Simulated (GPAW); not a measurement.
## Mg/Au(110): work function by functional and basis

How far do functional and basis move the work function of Mg/Au(110)?

Program: GPAW 26.7.0. Level of theory: GPAW, PAW setups; slab in vacuum, relaxation, in the first sound run; inputs show where later runs differ. Results are calculated unless marked as measured.

This is a report of a sequence of runs, with most program output left out.

**1. Set-up**

The cell holds 6 atoms: 5 Au and 1 Mg. Its edges and angles: a = 4.080 Å, b = 2.885 Å, c = 25.259 Å, α = 90.0°, β = 90.0°, γ = 90.0°. Vacuum lies along c.

**2. Relaxation**

The atoms are relaxed first, since the surface dipole, and with it the work function, follows the positions of the outer layers. The lowest 3 atoms are held at bulk positions and keep their forces.

The input, run.py:

```python
import json
import numpy as np
from ase import Atoms
from ase.constraints import FixAtoms
from ase.optimize import BFGS
from gpaw import GPAW, PW

slab = Atoms(
    ['Au', 'Au', 'Au', 'Au', 'Au', 'Mg'],
    positions=[
        [0.00000, 0.00000, 9.00000],
        [2.04000, 1.44250, 10.44250],
        [0.00000, 0.00000, 11.88500],
        [2.04000, 1.44250, 13.32749],
        [0.00000, 0.00000, 14.76999],
        [2.04000, 1.44250, 16.25894]],
    cell=[[4.08, 0.0, 0.0], [0.0, 2.885, 0.0], [0.0, 0.0, 25.25894]],
    pbc=[True, True, False])

slab.calc = GPAW(mode=PW(400), xc='PBE', kpts={'size': (8, 11, 1), 'gamma': True},
                 occupations={'name': 'fermi-dirac', 'width': 0.1}, nbands='200%',
                 convergence={'density': 1e-05}, maxiter=200,
                 poissonsolver={'dipolelayer': 'xy'},
                 symmetry={'tolerance': 1e-3, 'extra_ids': [1, 1, 1, 0, 0, 0]}, txt='slab.txt')
result = {}
slab.set_constraint(FixAtoms([0, 1, 2]))
path = []
opt = BFGS(slab, maxstep=0.2)
opt.attach(lambda: path.append((slab.get_potential_energy(), slab.positions.tolist(), slab.get_forces().tolist())))
result['relaxed'] = bool(opt.run(fmax=0.03, steps=40))
result['path'] = path
energy = slab.get_potential_energy()
fermi = slab.calc.get_fermi_level()
v = slab.calc.get_electrostatic_potential().mean((0, 1)) - fermi
n = slab.calc.get_pseudo_density().mean((0, 1))
L = slab.cell[2, 2]
z = np.arange(len(v)) * L / len(v)
low, high = slab.positions[:, 2].min(), slab.positions[:, 2].max()
below, above = np.interp([low - 6.8, high + 6.8], z, v)
slopes = [np.interp(x, z, np.gradient(v, z)) for x in (low - 6.8, high + 6.8)]
eps = np.array([[slab.calc.get_eigenvalues(k, s) for k in range(len(slab.calc.get_ibz_k_points()))]
                for s in range(slab.calc.get_number_of_spins())]) - fermi
top, bottom = eps[eps < 0].max(), eps[eps > 0].min()
dipole = slab.get_dipole_moment()[2]
print(f'energy {energy:.4f} eV, Fermi level {fermi:.4f} eV, dipole {dipole:.5f} e A')
print(f'potential 6.8 A off the faces, from the Fermi level: lower {below:.4f} eV, upper {above:.4f} eV')
print(f'slope of the potential there: lower {slopes[0]:.5f}, upper {slopes[1]:.5f} eV/A')
print(f'nearest levels on the mesh: {top:.4f} and {bottom:.4f} eV')
print('magnetic moment', round(slab.get_magnetic_moment(), 3))
result.update(energy=energy, fermi=fermi, dipole=dipole, below=below, above=above, slopes=slopes, edges=[top, bottom],
              z=z.tolist(), v=v.tolist(), n=n.tolist(), positions=slab.positions.tolist(),
              forces=slab.get_forces(apply_constraint=False).tolist(), moments=slab.get_magnetic_moments().tolist())
json.dump(result, open('result.json', 'w'))
```

Launch:

```sh
> OMP_NUM_THREADS=1 OPENBLAS_NUM_THREADS=1 python run.py
```

The job ended after 43 min (1 thread of Arm Neoverse V2, shared host; peak memory 0.41 GiB).

The steps of the relaxation:

| step | energy less that of the first step (eV) | largest force (eV/Å) |
| --- | --- | --- |
| 1 | 0.0000 | 1.3653 |
| 2 | -0.0282 | 1.2689 |
| 3 | -0.2149 | 0.4365 |
| 4 | -0.2453 | 0.2162 |
| 5 | -0.2469 | 0.1967 |
| 6 | -0.2498 | 0.2052 |
| 7 | -0.2539 | 0.2319 |
| 8 | -0.2580 | 0.2185 |
| 9 | -0.2599 | 0.1696 |
| 10 | -0.2609 | 0.1646 |
| 11 | -0.2623 | 0.1356 |
| 12 | -0.2640 | 0.0843 |
| 13 | -0.2653 | 0.0454 |
| 14 | -0.2658 | 0.0121 |

The atoms that moved most (Å):

| atom | dx | dy | dz | length |
| --- | --- | --- | --- | --- |
| Au5 | 0.000 | 0.000 | 0.430 | 0.430 |
| Au4 | 0.000 | 0.000 | 0.121 | 0.121 |
| Mg6 | 0.000 | 0.000 | 0.031 | 0.031 |

Final coordinates:

```
Au Mg
1.0
     4.08000    0.00000    0.00000
     0.00000    2.88500    0.00000
     0.00000    0.00000   25.25894
Au Mg
5 1
Direct
  0.00000 0.00000 0.35631
  0.50000 0.50000 0.41342
  0.00000 0.00000 0.47053
  0.50000 0.50000 0.53244
  0.00000 0.00000 0.60176
  0.50000 0.50000 0.64491
```

This step gave:

- dipole along the normal: 0.1162 e·Å
- levels nearest the Fermi level on the mesh: -0.02315, 0.02083 eV from the Fermi level
- upper work function: 3.212 eV
- lower work function: 5.003 eV

The electrostatic potential energy of an electron (without an applied field's), less the Fermi level, planar mean oscillates, so the rows of the table below give means over windows of 1.58 Å about each position, cut where the curve ends. Its maxima inside the range that stand out by 2 % of the span (Å: eV): 2.8: 5.00, 9.7: -5.96, 11.2: -6.25, 12.6: -4.60, 14.3: -2.58. Its minima: 9.1: -12.7, 10.4: -13.5, 11.9: -13.4, 13.5: -13.1, 15.3: -15.0.

The electrostatic potential energy of an electron (without an applied field's), less the Fermi level, planar mean by z; means over each step:

```csv
z (Å),"electrostatic potential energy of an electron (without an applied field's), less the Fermi level, planar mean (eV)"
0.79,4.90
2.37,5.00
3.95,5.00
5.53,5.00
7.11,4.58
8.69,-6.24
10.27,-9.48
11.85,-9.20
13.43,-8.41
15.01,-9.56
16.59,-4.51
18.17,2.60
19.75,3.19
21.33,3.21
22.91,3.21
24.49,3.27
```

The pseudo valence density, planar mean oscillates, so the rows of the table below give means over windows of 1 Å about each position, cut where the curve ends. Its maxima inside the range that stand out by 2 % of the span (Å: e/Å³): 9.1: 0.815, 10.5: 0.832, 11.8: 0.819, 13.5: 0.819, 15.2: 0.825, 16.2: 1.24. Its minima: 9.7: 0.490, 11.2: 0.488, 12.6: 0.428, 14.3: 0.353, 15.8: 0.526.

Table of pseudo valence density, planar mean by z; means over each step:

| z (Å) | pseudo valence density, planar mean (e/Å³) |
| --- | --- |
| 5 | 3.9e-5 |
| 6 | 5.7e-4 |
| 7 | 0.00940 |
| 8 | 0.158 |
| 9 | 0.655 |
| 10 | 0.628 |
| 11 | 0.601 |
| 12 | 0.677 |
| 13 | 0.579 |
| 14 | 0.498 |
| 15 | 0.641 |
| 16 | 0.836 |
| 17 | 0.222 |
| 18 | 0.0149 |
| 19 | 0.00216 |
| 20 | 2.7e-4 |
| 21 | 3.3e-5 |

The relaxation lowered the energy of the cell by 0.266 eV (energies extrapolated to zero smearing; the optimiser's log prints free energies). The largest force left on a free atom is 0.012 eV/Å.

**3. Plane waves, PBE**

The work function is the vacuum plateau of the electrostatic potential less the Fermi level; a dipole layer lets the two faces have plateaus of their own.

This step: GPAW, PAW setups; slab in vacuum (GPAW 26.7.0).

run.py: that of step 2 with these lines changed.

```diff
@@ -3,4 +3,2 @@
 from ase import Atoms
-from ase.constraints import FixAtoms
-from ase.optimize import BFGS
 from gpaw import GPAW, PW
@@ -13,5 +11,5 @@
         [0.00000, 0.00000, 11.88500],
-        [2.04000, 1.44250, 13.32749],
-        [0.00000, 0.00000, 14.76999],
-        [2.04000, 1.44250, 16.25894]],
+        [2.04000, 1.44250, 13.44881],
+        [-0.00000, -0.00000, 15.19985],
+        [2.04000, 1.44250, 16.28987]],
     cell=[[4.08, 0.0, 0.0], [0.0, 2.885, 0.0], [0.0, 0.0, 25.25894]],
@@ -23,10 +21,4 @@
                  poissonsolver={'dipolelayer': 'xy'},
-                 symmetry={'tolerance': 1e-3, 'extra_ids': [1, 1, 1, 0, 0, 0]}, txt='slab.txt')
+                 symmetry={'tolerance': 1e-3}, txt='slab.txt')
 result = {}
-slab.set_constraint(FixAtoms([0, 1, 2]))
-path = []
-opt = BFGS(slab, maxstep=0.2)
-opt.attach(lambda: path.append((slab.get_potential_energy(), slab.positions.tolist(), slab.get_forces().tolist())))
-result['relaxed'] = bool(opt.run(fmax=0.03, steps=40))
-result['path'] = path
 energy = slab.get_potential_energy()
```

The job ended after 5.5 min (1 thread; peak memory 0.4 GiB).

Numbers from this step:

| Item | Value |
| --- | --- |
| levels nearest the Fermi level on the mesh | -0.02316, 0.02084 eV from the Fermi level |

The electrostatic potential energy of an electron (without an applied field's), less the Fermi level, planar mean oscillates, so the rows of the table below give means over windows of 1.58 Å about each position, cut where the curve ends. Its maxima inside the range that stand out by 2 % of the span (Å: eV): 2.6: 5.00, 9.7: -5.96, 11.2: -6.25, 12.6: -4.60, 14.3: -2.58. Its minima: 9.1: -12.7, 10.4: -13.5, 11.9: -13.4, 13.5: -13.1, 15.3: -15.0.

Table of electrostatic potential energy of an electron (without an applied field's), less the Fermi level, planar mean by z; means over each step:

(Unchanged from step 2.)

The pseudo valence density, planar mean oscillates, so the rows of the table below give means over windows of 0.5 Å about each position, cut where the curve ends. Its maxima inside the range that stand out by 2 % of the span (Å: e/Å³): 9.05: 0.815, 10.52: 0.832, 11.79: 0.819, 13.47: 0.819, 15.16: 0.825, 16.21: 1.24. Its minima: 9.68: 0.490, 11.16: 0.488, 12.63: 0.428, 14.31: 0.353, 15.79: 0.526.

The pseudo valence density, planar mean by z; means over each step:

| z (Å) | pseudo valence density, planar mean (e/Å³) |
| --- | --- |
| 5.5 | 1.2e-4 |
| 6.0 | 4.7e-4 |
| 6.5 | 0.00177 |
| 7.0 | 0.00749 |
| 7.5 | 0.0310 |
| 8.0 | 0.135 |
| 8.5 | 0.421 |
| 9.0 | 0.741 |
| 9.5 | 0.566 |
| 10.0 | 0.600 |
| 10.5 | 0.775 |
| 11.0 | 0.548 |
| 11.5 | 0.626 |
| 12.0 | 0.745 |
| 12.5 | 0.483 |
| 13.0 | 0.550 |
| 13.5 | 0.740 |
| 14.0 | 0.459 |
| 14.5 | 0.403 |
| 15.0 | 0.696 |
| 15.5 | 0.662 |
| 16.0 | 0.851 |
| 16.5 | 0.814 |
| 17.0 | 0.135 |
| 17.5 | 0.0321 |
| 18.0 | 0.0137 |
| 18.5 | 0.00534 |
| 19.0 | 0.00188 |
| 19.5 | 6.9e-4 |
| 20.0 | 2.4e-4 |
| 20.5 | 8.2e-5 |

Force by atom:

```
atom  x (eV/Å)  y (eV/Å)  z (eV/Å)   size
 Au1     0.000     0.000    -0.165  0.165
 Au2     0.000     0.000    -0.516  0.516
 Au3     0.000     0.000     0.675  0.675
 Au4     0.000     0.000     0.006  0.006
 Au5     0.000     0.000     0.012  0.012
 Mg6     0.000     0.000    -0.012  0.012
```

The potential is flat to 3.0e-5 eV/Å where it is read, so the vacuum is wide enough.

**4. Self-consistent run: xc = "vdW-DF2"**

The same geometry under vdW-DF2, to see how far the functional moves the levels against the vacuum (the van der Waals functionals take revPBE setups).

run.py: that of step 3 with these lines changed.

```diff
@@ -17,3 +17,3 @@
 
-slab.calc = GPAW(mode=PW(400), xc='PBE', kpts={'size': (8, 11, 1), 'gamma': True},
+slab.calc = GPAW(mode=PW(400), xc='vdW-DF2', kpts={'size': (8, 11, 1), 'gamma': True},
                  occupations={'name': 'fermi-dirac', 'width': 0.1}, nbands='200%',
```

Elapsed: 12 min, on 1 thread; peak memory 0.57 GiB.

This step gave:

```yaml
dipole_along_the_normal: 0.1215 e·Å
levels_nearest_the_fermi_level_on_the_mesh: -4.76e-4, 0.02035 eV from the Fermi level
upper_work_function: 3.523 eV
lower_work_function: 5.396 eV
```

The electrostatic potential energy of an electron (without an applied field's), less the Fermi level, planar mean oscillates, so the rows of the table below give means over windows of 1.58 Å about each position, cut where the curve ends. Its maxima inside the range that stand out by 2 % of the span (Å: eV): 2.4: 5.40, 9.7: -6.23, 11.2: -6.57, 12.6: -4.91, 14.3: -2.89. Its minima: 9.1: -12.9, 10.4: -13.8, 11.9: -13.8, 13.5: -13.4, 15.3: -15.2.

Table of electrostatic potential energy of an electron (without an applied field's), less the Fermi level, planar mean by z; means over each step:

z (Å), electrostatic potential energy of an electron (without an applied field's), less the Fermi level, planar mean (eV) and a bar from the least value:
```
     0.79        5.3 ##############################
     2.37        5.4 ##############################
     3.95        5.4 ##############################
     5.53        5.4 ##############################
     7.11        4.9 #############################
     8.69       -6.3 #######
    10.27       -9.8 
    11.85       -9.5 #
    13.43       -8.7 ##
    15.01       -9.8 
    16.59       -4.5 ##########
    18.17        2.8 #########################
    19.75        3.5 ##########################
    21.33        3.5 ##########################
    22.91        3.5 ##########################
    24.49        3.6 ##########################
```

The pseudo valence density, planar mean oscillates, so the rows of the table below give means over windows of 0.5 Å about each position, cut where the curve ends. Its maxima inside the range that stand out by 2 % of the span (Å: e/Å³): 9.05: 0.815, 10.52: 0.831, 11.79: 0.819, 13.47: 0.820, 15.16: 0.825, 16.21: 1.24. Its minima: 9.68: 0.490, 11.16: 0.489, 12.63: 0.428, 14.31: 0.353, 15.79: 0.527.

The pseudo valence density, planar mean by z; means over each step:

z (Å), pseudo valence density, planar mean (e/Å³) and a bar:
```
      5.0       0.00 
      5.5       0.00 
      6.0       0.00 
      6.5       0.00 
      7.0       0.01 
      7.5       0.03 #
      8.0       0.14 #####
      8.5       0.42 ###############
      9.0       0.74 ##########################
      9.5       0.56 ####################
     10.0       0.60 #####################
     10.5       0.77 ###########################
     11.0       0.55 ###################
     11.5       0.63 ######################
     12.0       0.74 ##########################
     12.5       0.48 #################
     13.0       0.55 ###################
     13.5       0.74 ##########################
     14.0       0.46 ################
     14.5       0.40 ##############
     15.0       0.70 #########################
     15.5       0.66 #######################
     16.0       0.85 ##############################
     16.5       0.81 #############################
     17.0       0.14 #####
     17.5       0.03 #
     18.0       0.01 
     18.5       0.01 
     19.0       0.00 
     19.5       0.00 
     20.0       0.00 
     20.5       0.00
```

Force by atom:

| atom | x (eV/Å) | y (eV/Å) | z (eV/Å) | size |
| --- | --- | --- | --- | --- |
| Au1 | 0.00 | 0.00 | -1.41 | 1.41 |
| Au2 | 0.00 | 0.00 | -0.80 | 0.80 |
| Au3 | 0.00 | 0.00 | 0.95 | 0.95 |
| Au4 | 0.00 | 0.00 | 0.24 | 0.24 |
| Au5 | 0.00 | 0.00 | 0.59 | 0.59 |
| Mg6 | 0.00 | 0.00 | 0.43 | 0.43 |

The upper face's work function is 3.523 eV, against 3.212 eV in the first plane-wave PBE run at this geometry.

**5. OptPBE vdW: xc = "optPBE-vdW"**

The same geometry under optPBE-vdW, to see how far the functional moves the levels against the vacuum (the van der Waals functionals take revPBE setups).

run.py: that of step 4 with these lines changed.

```diff
@@ -17,3 +17,3 @@
 
-slab.calc = GPAW(mode=PW(400), xc='vdW-DF2', kpts={'size': (8, 11, 1), 'gamma': True},
+slab.calc = GPAW(mode=PW(400), xc='optPBE-vdW', kpts={'size': (8, 11, 1), 'gamma': True},
                  occupations={'name': 'fermi-dirac', 'width': 0.1}, nbands='200%',
```

Elapsed: 4.5 min, on 1 thread; peak memory 0.57 GiB.

This step gave:

```
dipole along the normal                    : 0.1159 e·Å
levels nearest the Fermi level on the mesh : -0.003305, 0.007448 eV from the Fermi level
upper work function                        : 3.396 eV
lower work function                        : 5.184 eV
```

The upper face's work function is 3.396 eV, against 3.212 eV in the first plane-wave PBE run at this geometry.

**6. Self-consistent run: xc = "LDA"**

The same geometry under LDA, to see how far the functional moves the levels against the vacuum.

run.py: that of step 5 with these lines changed.

```diff
@@ -17,3 +17,3 @@
 
-slab.calc = GPAW(mode=PW(400), xc='optPBE-vdW', kpts={'size': (8, 11, 1), 'gamma': True},
+slab.calc = GPAW(mode=PW(400), xc='LDA', kpts={'size': (8, 11, 1), 'gamma': True},
                  occupations={'name': 'fermi-dirac', 'width': 0.1}, nbands='200%',
```

The job ended after 6.3 min (1 thread; peak memory 0.4 GiB).

Numbers from this step:

```yaml
dipole_along_the_normal: 0.1318 e·Å
levels_nearest_the_fermi_level_on_the_mesh: -0.02711, 0.02190 eV from the Fermi level
upper_work_function: 3.379 eV
lower_work_function: 5.411 eV
```

The upper face's work function is 3.379 eV, against 3.212 eV in the first plane-wave PBE run at this geometry.

**7. Self-consistent run: xc = "revPBE"**

The same geometry under revPBE, to see how far the functional moves the levels against the vacuum.

run.py: that of step 6 with these lines changed.

```diff
@@ -17,3 +17,3 @@
 
-slab.calc = GPAW(mode=PW(400), xc='LDA', kpts={'size': (8, 11, 1), 'gamma': True},
+slab.calc = GPAW(mode=PW(400), xc='revPBE', kpts={'size': (8, 11, 1), 'gamma': True},
                  occupations={'name': 'fermi-dirac', 'width': 0.1}, nbands='200%',
```

Elapsed: 7.2 min, on 1 thread; peak memory 0.4 GiB.

Numbers from this step:

```yaml
dipole_along_the_normal: 0.1116 e·Å
levels_nearest_the_fermi_level_on_the_mesh: -0.02377, 0.02277 eV from the Fermi level
upper_work_function: 3.123 eV
lower_work_function: 4.844 eV
```

The electrostatic potential energy of an electron (without an applied field's), less the Fermi level, planar mean oscillates, so the rows of the table below give means over windows of 1.58 Å about each position, cut where the curve ends. Its maxima inside the range that stand out by 2 % of the span (Å: eV): 2.6: 4.84, 9.7: -6.05, 11.2: -6.33, 12.6: -4.69, 14.3: -2.67. Its minima: 9.1: -12.8, 10.4: -13.6, 11.9: -13.5, 13.5: -13.2, 15.3: -15.0.

Electrostatic potential energy of an electron (without an applied field's), less the Fermi level, planar mean against z; means over each step:

```csv
z (Å),"electrostatic potential energy of an electron (without an applied field's), less the Fermi level, planar mean (eV)"
0.79,4.74
2.37,4.84
3.95,4.84
5.53,4.84
7.11,4.43
8.69,-6.35
10.27,-9.56
11.85,-9.28
13.43,-8.50
15.01,-9.65
16.59,-4.61
18.17,2.51
19.75,3.10
21.33,3.12
22.91,3.12
24.49,3.18
```

The upper face's work function is 3.123 eV, against 3.212 eV in the first plane-wave PBE run at this geometry.

**8. Self-consistent run: xc = "RPBE"**

The same geometry under RPBE, to see how far the functional moves the levels against the vacuum.

run.py: that of step 7 with these lines changed.

```diff
@@ -17,3 +17,3 @@
 
-slab.calc = GPAW(mode=PW(400), xc='revPBE', kpts={'size': (8, 11, 1), 'gamma': True},
+slab.calc = GPAW(mode=PW(400), xc='RPBE', kpts={'size': (8, 11, 1), 'gamma': True},
                  occupations={'name': 'fermi-dirac', 'width': 0.1}, nbands='200%',
```

The job ended after 4.6 min (1 thread; peak memory 0.4 GiB).

Numbers from this step:

```yaml
dipole_along_the_normal: 0.1106 e·Å
levels_nearest_the_fermi_level_on_the_mesh: -0.02320, 0.02178 eV from the Fermi level
upper_work_function: 3.119 eV
lower_work_function: 4.825 eV
```

The electrostatic potential energy of an electron (without an applied field's), less the Fermi level, planar mean oscillates, so the rows of the table below give means over windows of 1.58 Å about each position, cut where the curve ends. Its maxima inside the range that stand out by 2 % of the span (Å: eV): 2.6: 4.83, 9.7: -6.08, 11.2: -6.37, 12.6: -4.72, 14.3: -2.71. Its minima: 9.1: -12.8, 10.4: -13.6, 11.9: -13.5, 13.5: -13.2, 15.3: -15.1.

Electrostatic potential energy of an electron (without an applied field's), less the Fermi level, planar mean against z; means over each step:

z (Å), electrostatic potential energy of an electron (without an applied field's), less the Fermi level, planar mean (eV) and a bar from the least value:
```
     0.79        4.7 ##############################
     2.37        4.8 ##############################
     3.95        4.8 ##############################
     5.53        4.8 ##############################
     7.11        4.4 #############################
     8.69       -6.4 #######
    10.27       -9.6 
    11.85       -9.3 #
    13.43       -8.5 ##
    15.01       -9.7 
    16.59       -4.6 ##########
    18.17        2.5 #########################
    19.75        3.1 ##########################
    21.33        3.1 ##########################
    22.91        3.1 ##########################
    24.49        3.2 ###########################
```

The upper face's work function is 3.119 eV, against 3.212 eV in the first plane-wave PBE run at this geometry.

(Part 1 of 2 ends here.)

[Logs are printed without paths, hosts, clocks, repeated set-up lines and the standing remarks that a program may print on its own settings, such as how far it seeks lower states.]

[Hosts, paths, dates, database ids (printed as entryN), source tags and the programs' standing remarks are cut or masked in the printed files.]
